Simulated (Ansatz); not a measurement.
**Ti (fcc): energy against volume**

These are results of Ansatz, DFT, PBE, plane waves (420 eV) with PAW, scalar-relativistic, not measurements.

The cell is scaled uniformly from the relaxed one, with fractional coordinates and shape fixed. Energies are extrapolated to zero smearing, pressures are those at the given smearing. Magnetic state: spin not included.

A Birch-Murnaghan fit gives V₀ = 17.38 Å³/atom, B₀ = 108 GPa, B₀′ = 3.4.

Problem. What are the energy above the minimum and the pressure at 15.334 Å³/atom?

Solution. 96.8 meV/atom and 16.95 GPa as computed.

Problem. What are the energy above the minimum and the pressure at 16.728 Å³/atom?

Solution. 8.6 meV/atom and 4.68 GPa as computed.

Problem. What are the energy above the minimum and the pressure at 19.516 Å³/atom?

Solution. 74.3 meV/atom and -9.90 GPa as computed.
